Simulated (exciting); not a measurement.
Consider ZnS, space group F-43m.

```xyz
2
Lattice="0.0000 2.7020 2.7020 2.7020 0.0000 2.7020 2.7020 2.7020 0.0000" Properties=species:S:1:pos:R:3 pbc="T T T"
Zn    4.0530    4.0530    4.0530
S     0.0000    0.0000    0.0000
```

Absorber: atom 2, with 4 Zn at 2.34 Å (tetrahedral, site symmetry -43m). Method: exciting, all-electron LAPW+lo, LDA, exchange and screened direct term (singlet BSE), 4×4×4 shifted k points, 16 conduction bands, |G+q| up to 3 bohr⁻¹ (2.5 in the exchange term), full RPA screening with nempty = 37, Lorentzian half width 0.45 eV.

The database entry behind the starting cell differs from later determinations by our own check (about 0.1 % short), so it need not match the best structure at ambient conditions.

**Question.** What does the S L₂,₃ spectrum look like, and is there a bound core exciton?

Bound core exciton? Undecided on this mesh: the first bright state (over 5 % of the brightest) lies at 0.09 eV from the Kohn–Sham onset and at -0.68 eV from the lowest bare transition of its own mesh. Maxima (height): 1.3 eV (0.47), 4.7 eV (0.56), 10.7 eV (1.00), 11.9 eV (0.97) and 15.5 eV (0.90).

Energy from the Kohn–Sham onset, core level to the lowest empty state found on the meshes used; Im ε in relative units:

| E (eV) | Im ε |
| --- | --- |
| -3.0 | 0.02 |
| -2.5 | 0.03 |
| -2.0 | 0.03 |
| -1.5 | 0.05 |
| -1.0 | 0.07 |
| -0.5 | 0.12 |
| 0.0 | 0.25 |
| 0.5 | 0.33 |
| 1.0 | 0.43 |
| 1.5 | 0.46 |
| 2.0 | 0.43 |
| 2.5 | 0.41 |
| 3.0 | 0.42 |
| 3.5 | 0.48 |
| 4.0 | 0.47 |
| 4.5 | 0.54 |
| 5.0 | 0.53 |
| 5.5 | 0.48 |
| 6.0 | 0.49 |
| 6.5 | 0.49 |
| 7.0 | 0.52 |
| 7.5 | 0.59 |
| 8.0 | 0.64 |
| 8.5 | 0.67 |
| 9.0 | 0.70 |
| 9.5 | 0.77 |
| 10.0 | 0.86 |
| 10.5 | 0.98 |
| 11.0 | 0.97 |
| 11.5 | 0.93 |
| 12.0 | 0.97 |
| 12.5 | 0.88 |
| 13.0 | 0.80 |
| 13.5 | 0.82 |
| 14.0 | 0.84 |
| 14.5 | 0.88 |
| 15.0 | 0.88 |
| 15.5 | 0.90 |
| 16.0 | 0.86 |
| 16.5 | 0.75 |
| 17.0 | 0.73 |
| 17.5 | 0.72 |
| 18.0 | 0.73 |
| 18.5 | 0.74 |
| 19.0 | 0.76 |

A mesh of 64 points doesn't converge binding energies, and fine structure above the first lines is partly noise of the mesh. Exchange and the short-range direct term aren't converged in the kernel cutoff. The zero comes from the unshifted 5×5×5 ground-state mesh; it is exact only where the band minimum lies on that mesh. The conduction states carry no spin here, so the exchange coupling to the spinor core hole is only partly held. The structure is a published determination, not relaxed.

[Banner, clock and machine lines of the logs are left out without a mark of their own.]

[Logs are printed without paths, hosts, clocks, repeated set-up lines and the standing remarks that a program may print on its own settings, such as how far it seeks lower states.]

[Hosts, paths, dates, database ids (printed as entryN), source tags and the programs' standing remarks are cut or masked in the printed files.]
